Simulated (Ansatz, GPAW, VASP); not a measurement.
Mg: programs and potentials compared

```
CELL_PARAMETERS angstrom
3.20930 0.00000 0.00000
-1.60465 2.77934 0.00000
0.00000 0.00000 5.21030
ATOMIC_POSITIONS crystal
Mg 0.66667 0.33333 0.75000
Mg 0.33333 0.66667 0.25000
```

Alike in all runs: task single point; functional PBE; k mesh 10 × 10 × 5; occupations gaussian, width 0.016 eV; no spin polarisation; no spin-orbit coupling. Pressure is positive in compression and, in plane waves, holds the error of the finite cutoff, which Ansatz's Pulay term estimates and takes out.

```csv
program and potentials,plane-wave cutoff (eV),notes,pressure (GPa)
"Ansatz, Ansatz PAW",420,10 valence electrons an atom on average,-0.45
"Ansatz, all-electron LAPW, scalar-relativistic",-,-,?
"GPAW, GPAW PAW data sets (gpaw-data 1.2.1)",800,10 valence electrons an atom on average,-0.53
"VASP, PBE PAW files Mg, 520 eV",520,2 valence electrons an atom on average,-0.58
```

Q: Estimate from the other rows what the run with Ansatz, all-electron LAPW, scalar-relativistic gave.

A: Pressure -0.47 GPa. The other rows, which needn't bracket it: pressure -0.58 to -0.45.
